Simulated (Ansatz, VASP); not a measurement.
## Ca in VASP and in Ansatz

Contents of INCAR:

```
SYSTEM = Ca
ALGO = Normal
EDIFF = 1E-6
ENCUT = 520
GGA = PS
ISIF = 2
ISMEAR = -1
LASPH = .TRUE.
LCHARG = .FALSE.
LREAL = .FALSE.
LWAVE = .FALSE.
NBANDS = 11
NELM = 100
PREC = Accurate
SIGMA = 0.05
```

KPOINTS

```
k-points
0
G
  13 13 13
  0 0 0
```

The input POSCAR:

```
Ca
1.0
    0.0000000000      2.3630912642      2.3630912642
    2.3630912642      0.0000000000      2.3630912642
    2.3630912642      2.3630912642      0.0000000000
Ca
1
Direct
    0.0000000000      0.0000000000      0.0000000000
```

Input for Ansatz:

```yaml
crystal:
  lattice:
    - [0.0, 2.3630912642, 2.3630912642]
    - [2.3630912642, 0.0, 2.3630912642]
    - [2.3630912642, 2.3630912642, 0.0]
  atoms:
    - { symbol: Ca, position: [0.0, 0.0, 0.0] }
kpoints:
  mp_grid: { grid: [13, 13, 13] }
scf:
  occupations: { method: fermi_dirac, width: 0.05 }
hamiltonian:
  xc: pbesol
  pseudopotentials: { kind: paw }
output:
  forces: true
  stress: true
  eigenvalues: true
  populations: true
  write_density: true
  write_potential: true
  elf: true
  volumetric_format: npy
```

Change from the starting cell: volume scaled by 0.65, PAW files.

Alike in both runs: task single point; functional PBEsol; k mesh 13 × 13 × 13; occupations fermi-dirac, width 0.05 eV; no spin polarisation.

|  | VASP | Ansatz |
| --- | --- | --- |
| version | VASP 6.6.1 | Ansatz 0.2.0 |
| potentials or method | VASP PAW PBE potentials, release 64 (Ca_sv) | PAW with Ansatz's default frozen-core files, scalar-relativistic |
| plane-wave cutoff (eV) | 520 | 420 |
| valence electrons in the cell | 10 | 10 |

|  | VASP | Ansatz | Ansatz less VASP |
| --- | --- | --- | --- |
| pressure (GPa) | 15.0 | 15.0 | -0.01 |

The functional is the same, so the differences come from potentials, cutoffs and numerics.

Caveats: so large a pressure means that the cell lies far from this level's equilibrium, or that cutoff or potentials fall short (VASP); the potentials were made for another functional, which shifts forces and pressure (VASP); an odd mesh through Γ misses points on the zone boundary, where band edges often lie.
